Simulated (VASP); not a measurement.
# Cu (Fm-3m) in VASP: elastic constants with PBE

Aim: the elastic constants of Cu with PBE.

All numbers are computed with VASP 6.6.1; they aren't measurements. Logs are shortened: lines on timing, memory, paths and dates and some standing lists are left out, and cuts for length are marked.

## Step 1: The crystal as given

Symmetry: Fm-3m, No. 225, cubic system. The conventional cell has a = 3.635 Å, b = 3.635 Å, c = 3.635 Å, α = 90.00°, β = 90.00°, γ = 90.00°. Cu (site symmetry m-3m) has 12 Cu at 2.57 Å as nearest neighbours.

The cell was built by a generator and needn't be a form met in nature.

## Step 2: Elastic constants, PBE

Contents of POSCAR:

```
Cu
1.0
    0.0000000000      1.8175171988      1.8175171988
    1.8175171988      0.0000000000      1.8175171988
    1.8175171988      1.8175171988      0.0000000000
  Cu
     1
Direct
     1.0000000000000000    0.0000000000000000    0.0000000000000000
```

Contents of INCAR.step1:

```
ALGO = Fast
EDIFF = 1E-8
EDIFFG = -0.002
ENCUT = 600
GGA = PE
IBRION = 2
ISIF = 3
ISMEAR = 1
KPAR = 8
LASPH = T
LCHARG = F
LREAL = F
LWAVE = F
NELM = 100
NSW = 40
PREC = Accurate
SIGMA = 0.2
```

Contents of INCAR.step2:

```
ALGO = Fast
EDIFF = 1E-8
ENCUT = 600
GGA = PE
IBRION = 6
ISIF = 3
ISMEAR = 1
KPAR = 8
LASPH = T
LCHARG = F
LREAL = F
LWAVE = F
NELM = 100
NFREE = 2
NSW = 1
POTIM = 0.015
PREC = Accurate
SIGMA = 0.2
```

Contents of KPOINTS:

```
k-points
0
Gamma
  32 32 32
```

Potentials or basis: VASP PAW PBE potentials, release 64 (Cu).

Launch:

```
> cat potpaw_PBE.64/Cu/POTCAR > POTCAR
> cp INCAR.step1 INCAR
> mpirun -np 8 vasp_std > vasp.out
> cp CONTCAR POSCAR
> cp INCAR.step2 INCAR
> mpirun -np 8 vasp_std > vasp.out
```

OUTCAR:

```text
EDIFF = 1E-8
   ENCUT = 600
   GGA = PE
   IBRION = 6
   ISIF = 3
   ISMEAR = 1
   LASPH = T
   LREAL = F
   NELM = 100
   NFREE = 2
   NSW = 1
   POTIM = 0.015
   PREC = Accurate

 ion  position               nearest neighbor table
   1  0.000  0.000  0.000-

  LATTYP: Found a face centered cubic cell.
 ALAT       =     3.6350343976

  Lattice vectors:

 A1 = (   0.0000000000,   1.8175171988,   1.8175171988)
 A2 = (   1.8175171988,   0.0000000000,   1.8175171988)
 A3 = (   1.8175171988,   1.8175171988,   0.0000000000)

Analysis of symmetry for initial positions (statically):
=====================================================================
 Subroutine PRICEL returns:
 Original cell was already a primitive cell.

 Routine SETGRP: Setting up the symmetry group for a
 face centered cubic supercell.

 Subroutine GETGRP returns: Found 48 space group operations
 (whereof 48 operations were pure point group operations)
 out of a pool of 48 trial point group operations.

The static configuration has the point symmetry O_h .

Analysis of symmetry for dynamics (positions and initial velocities):
=====================================================================
 Subroutine PRICEL returns:
 Original cell was already a primitive cell.

 Routine SETGRP: Setting up the symmetry group for a
 face centered cubic supercell.

 Subroutine GETGRP returns: Found 48 space group operations
 (whereof 48 operations were pure point group operations)
 out of a pool of 48 trial point group operations.

The dynamic configuration has the point symmetry O_h .

 Subroutine INISYM returns: Found 48 space group operations
 (whereof 48 operations are pure point group operations),
 and found     1 'primitive' translations

----------------------------------------------------------------------------------------

                                     Primitive cell

  volume of cell :      12.0079

  direct lattice vectors                    reciprocal lattice vectors
     0.000000000  1.817517199  1.817517199    -0.275100560  0.275100560  0.275100560
     1.817517199  0.000000000  1.817517199     0.275100560 -0.275100560  0.275100560
     1.817517199  1.817517199  0.000000000     0.275100560  0.275100560 -0.275100560

  length of vectors
     2.570357472  2.570357472  2.570357472     0.476488148  0.476488148  0.476488148

  position of ions in fractional coordinates (direct lattice)
     0.000000000  0.000000000  0.000000000

  ion indices of the primitive-cell ions
   primitive index   ion index
                 1           1

----------------------------------------------------------------------------------------

 KPOINTS: k-points

Automatic generation of k-mesh.
 Grid dimensions read from file:
 generate k-points for:   32   32   32

 Generating k-lattice:

  Cartesian coordinates                     Fractional coordinates (reciprocal lattice)
    -0.008596893  0.008596893  0.008596893     0.031250000  0.000000000  0.000000000
     0.008596893 -0.008596893  0.008596893     0.000000000  0.031250000  0.000000000
     0.008596893  0.008596893 -0.008596893     0.000000000  0.000000000  0.031250000

  Length of vectors
     0.014890255  0.014890255  0.014890255

  Shift w.r.t. Gamma in fractional coordinates (k-lattice)
     0.000000000  0.000000000  0.000000000

 Subroutine IBZKPT returns following result:
 ===========================================

 Found    897 irreducible k-points:

 Following reciprocal coordinates:
            Coordinates               Weight
  0.000000  0.000000  0.000000      1.000000
  0.031250  0.000000  0.000000      8.000000
  0.062500  0.000000  0.000000      8.000000
  0.093750  0.000000  0.000000      8.000000
  0.125000  0.000000  0.000000      8.000000
  0.156250  0.000000  0.000000      8.000000
[... 16 lines left out ...]
  0.187500  0.031250  0.000000     24.000000
  0.218750  0.031250  0.000000     24.000000
 [... further k-points ...]
   k-points           NKPTS =    897   k-points in BZ     NKDIM =    897   number of bands    NBANDS=      9
   number of dos      NEDOS =    301   number of ions     NIONS =      1
   total plane-waves  NPLWV =  13824
   dimension x,y,z NGX =    24 NGY =   24 NGZ =   24
[... 30 lines left out ...]
   EFERMI_NEDOS =   21; number of points for ismear=-14 and -15
   IALGO  =     68    algorithm
   IMIX   =      4    mixing-type and parameters
     AMIX     =   0.40;   BMIX     =  1.00
     AMIX_MAG =   1.60;   BMIX_MAG =  1.00
  volume/ion in A,a.u.               =      12.01        81.03
  Fermi-wavevector in a.u.,A,eV,Ry     =   1.589951  3.004573 34.394788  2.527946
  Thomas-Fermi vector in A             =   2.688722
   LORBIT       =      0    0 simple, 1 ext, 2 COOP (PROOUT), +10 PAW based schemes
   GGA     = PE    functional components
   LHFCALC =     F    Hartree Fock is set to
   AEXX    =    0.0000 exact exchange contribution
   IVDW    =     0    specifies the selected vdW correction
   LEPSILON=     F    determine dielectric tensor
   LRPA    =     F    only Hartree local field effects (RPA)
 finite differences with symmetry
 non-spin polarized calculation
 RMM-DIIS sequential band-by-band and
 Methfessel and Paxton  Order N= 1 SIGMA  =   0.20
  energy-cutoff  :      600.00
  volume of cell :       12.01
 maximum number of plane-waves:       415
 NGX is ok and might be reduce to    24
   NGX = 11   NGY = 11   NGZ = 11

--------------------------------------- Ionic step        1  -------------------------------------------

 number of electron      10.9999998 magnetization

 Free energy of the ion-electron system (eV)
  ---------------------------------------------------
  ext. energy  EPLUGINS =         0.00000000
  ---------------------------------------------------
  free energy    TOTEN  =        -3.72799515 eV

  energy without entropy =       -3.72838292  energy(sigma->0) =       -3.72812440

------------------------ aborting loop because EDIFF is reached ----------------------------------------

  FORCE on cell =-STRESS in cart. coord.  units (eV):
  Direction    XX          YY          ZZ          XY          YZ          ZX
  --------------------------------------------------------------------------------------
  -------------------------------------------------------------------------------------
  Total       -0.0015825     -0.0015825     -0.0015825      0.0000000      0.0000000      0.0000000
  in kB       -0.2111532     -0.2111532     -0.2111532      0.0000000      0.0000000      0.0000000
  external PRESSURE =      -0.2111532 kB  Pullay stress =       0.0000000 kB
[... 86 lines left out ...]
  FREE ENERGIE OF THE ION-ELECTRON SYSTEM (eV)
  ---------------------------------------------------
  free  energy   TOTEN  =        -3.7265793987 eV

  energy  without entropy=       -3.7269522706  energy(sigma->0) =       -3.72670369

[... ionic steps 4 to 12 ...]

--------------------------------------- Ionic step       13  -------------------------------------------

 number of electron      10.9999999 magnetization

------------------------ aborting loop because EDIFF is reached ----------------------------------------
[... 65 lines left out ...]
--------------------------------------- Ionic step       15  -------------------------------------------

 number of electron      10.9999999 magnetization

 Free energy of the ion-electron system (eV)
  ---------------------------------------------------
  ext. energy  EPLUGINS =         0.00000000
  ---------------------------------------------------
  free energy    TOTEN  =        -3.72799530 eV

  energy without entropy =       -3.72838313  energy(sigma->0) =       -3.72812458

 E-fermi :   7.4090     XC(G=0): -12.6301

 val. band max:        7.4038804663   @ k =  -0.4063   0.1250   0.0000
 cond. band min:       7.4121167342   @ k =  -0.4688   0.0937   0.0000
 fundamental gap:      0.0082362678
 Fermi energy:         7.4089946745

 k-point     1 :       0.0000    0.0000    0.0000
  band No.  band energies     occupation
      1      -1.8441      2.00000
      2       4.4036      2.00000
      3       4.4036      2.00000
      4       4.4036      2.00000
      5       5.2045      2.00000
      6       5.2045      2.00000
      7      29.8426      0.00000
      8      32.3587      0.00000
      9      32.3608      0.00000
[... 265 lines left out ...]
 k-point    24 :       0.2188    0.0312    0.0000
  band No.  band energies     occupation
      1      -0.3157      2.00000
      2       4.1664      2.00000
      3       4.5674      2.00000
      4       4.5715      2.00000
      5       5.1632      2.00000
      6       5.2670      2.00000
      7      21.7627      0.00000
      8      29.3127      0.00000
      9      29.6112      0.00000

 [... further k-points ...]

------------------------ aborting loop because EDIFF is reached ----------------------------------------

  FORCE on cell =-STRESS in cart. coord.  units (eV):
  Direction    XX          YY          ZZ          XY          YZ          ZX
  --------------------------------------------------------------------------------------
  -------------------------------------------------------------------------------------
  Total       -0.0055515     -0.0055515     -0.0055515      0.0000000     -0.0000000     -0.0000000
  in kB       -0.7407255     -0.7407255     -0.7407255      0.0000000     -0.0000000     -0.0000000
  external PRESSURE =      -0.7407255 kB  Pullay stress =       0.0000000 kB
[... 16 lines left out ...]
  FREE ENERGIE OF THE ION-ELECTRON SYSTEM (eV)
  ---------------------------------------------------
  free  energy   TOTEN  =        -3.7279952978 eV

  energy  without entropy=       -3.7283831345  energy(sigma->0) =       -3.72812458

 INTERNAL STRAIN TENSORS FROM STRAINED CELLS
 ============================================

 INTERNAL STRAIN TENSOR FOR ION    1 for displacements in x,y,z  (eV/Angst):
          X           Y           Z          XY          YZ          ZX
  --------------------------------------------------------------------------------
  x     0.00000    -0.00000     0.00000     0.00000     0.00000     0.00000
  y    -0.00000     0.00000     0.00000     0.00000     0.00000     0.00000
  z    -0.00000     0.00000     0.00000     0.00000     0.00000     0.00000

 INTERNAL STRAIN TENSORS FROM DISPLACED ATOMS
 ============================================

 INTERNAL STRAIN TENSOR FOR ION    1 for displacements in x,y,z  (eV/Angst):
          X           Y           Z          XY          YZ          ZX
  --------------------------------------------------------------------------------
  x     0.00000     0.00000     0.00000     0.00000     0.00000     0.00000
  y     0.00000     0.00000     0.00000     0.00000     0.00000     0.00000
  z     0.00000     0.00000     0.00000     0.00000     0.00000     0.00000

 Eigenvectors and eigenvalues of the dynamical matrix
 ----------------------------------------------------

   1 f  =    0.000000 THz     0.000000 2PiTHz    0.000000 cm-1     0.000000 meV
             X         Y         Z           dx          dy          dz
      0.000000  0.000000  0.000000     1.000000    0.000000    0.000000

   2 f  =    0.000000 THz     0.000000 2PiTHz    0.000000 cm-1     0.000000 meV
             X         Y         Z           dx          dy          dz
      0.000000  0.000000  0.000000     0.000000    1.000000    0.000000

   3 f  =    0.000000 THz     0.000000 2PiTHz    0.000000 cm-1     0.000000 meV
             X         Y         Z           dx          dy          dz
      0.000000  0.000000  0.000000     0.000000    0.000000    1.000000

--------------------------------------------------------------------------------------------------------

 ELASTIC MODULI CONTR FROM IONIC RELAXATION (kBar)
 Direction    XX          YY          ZZ          XY          YZ          ZX
 --------------------------------------------------------------------------------
 XX           0.0000      0.0000      0.0000      0.0000      0.0000      0.0000
 YY           0.0000      0.0000      0.0000      0.0000      0.0000      0.0000
 ZZ           0.0000      0.0000      0.0000      0.0000      0.0000      0.0000
 XY           0.0000      0.0000      0.0000      0.0000      0.0000      0.0000
 YZ           0.0000      0.0000      0.0000      0.0000      0.0000      0.0000
 ZX           0.0000      0.0000      0.0000      0.0000      0.0000      0.0000
 --------------------------------------------------------------------------------

 TOTAL ELASTIC MODULI (kBar)
 Direction    XX          YY          ZZ          XY          YZ          ZX
 --------------------------------------------------------------------------------
 XX        1673.5816   1125.0336   1125.0336      0.0000      0.0000      0.0000
 YY        1125.0336   1673.5816   1125.0336      0.0000      0.0000      0.0000
 ZZ        1125.0336   1125.0336   1673.5816      0.0000      0.0000     -0.0000
 XY           0.0000      0.0000      0.0000    808.9691      0.0000      0.0000
 YZ           0.0000      0.0000      0.0000      0.0000    808.9691      0.0000
 ZX           0.0000      0.0000     -0.0000      0.0000      0.0000    808.9691
 --------------------------------------------------------------------------------
```

It took 16 min on 8 MPI ranks of AMD EPYC 9R45 (Zen 5), shared host; peak memory 1.9 GiB.

Results:

* Elastic constants C11, C12, C44: 167, 113, 81 GPa
* Voigt bulk modulus: 131 GPa

Elastic tensor in Voigt notation (GPa, in the Cartesian axes of the cell as first typed):
```
167 113 113   0   0   0
113 167 113   0   0   0
113 113 167   0   0   0
  0   0   0  81   0   0
  0   0   0   0  81   0
  0   0   0   0   0  81
```

Clamped-ion elastic tensor (GPa):
```
167 113 113   0   0   0
113 167 113   0   0   0
113 113 167   0   0   0
  0   0   0  81   0   0
  0   0   0   0  81   0
  0   0   0   0   0  81
```
